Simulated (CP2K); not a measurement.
CdS (Hawleyite):

```
Cd S
1.0
     4.12455    0.00000    0.00000
     2.06228    3.57197    0.00000
     2.06228    1.19066    3.36768
Cd S
1 1
Direct
  0.00000 0.00000 0.00000
  0.75000 0.75000 0.75000
```

Base run:

```yaml
Program: CP2K 2026.2
Functional: PBE
Potentials_or_basis: POTENTIAL_UZH Cd GTH-PBE-q12, S GTH-PBE-q6; DZVP-MOLOPT-PBE-GTH basis
Density_cutoff: 6123 eV
k_mesh: 8 × 8 × 8
Occupations: fermi-dirac, width 0.05 eV
Spin: no spin polarisation
```

Its results: band gap on the k mesh 1.13 eV, direct; pressure 3.6 GPa.

Task: The run is repeated on the same cell with these changes: potentials or basis from POTENTIAL_UZH Cd GTH-PBE-q12, S GTH-PBE-q6; DZVP-MOLOPT-PBE-GTH basis to POTENTIAL_UZH Cd GTH-PBE-q12, S GTH-PBE-q6; ccGRB-D basis; basis sets from Cd DZVP-MOLOPT-PBE-GTH-q12, S DZVP-MOLOPT-PBE-GTH-q6 to Cd ccGRB-D-q12, S ccGRB-D-q6. What comes out?

Result: Band gap on the k mesh 1.34 eV, direct; pressure 3.8 GPa.

Caveats: the basis of atomic orbitals isn't converged, which shifts pressures, moduli and gaps.

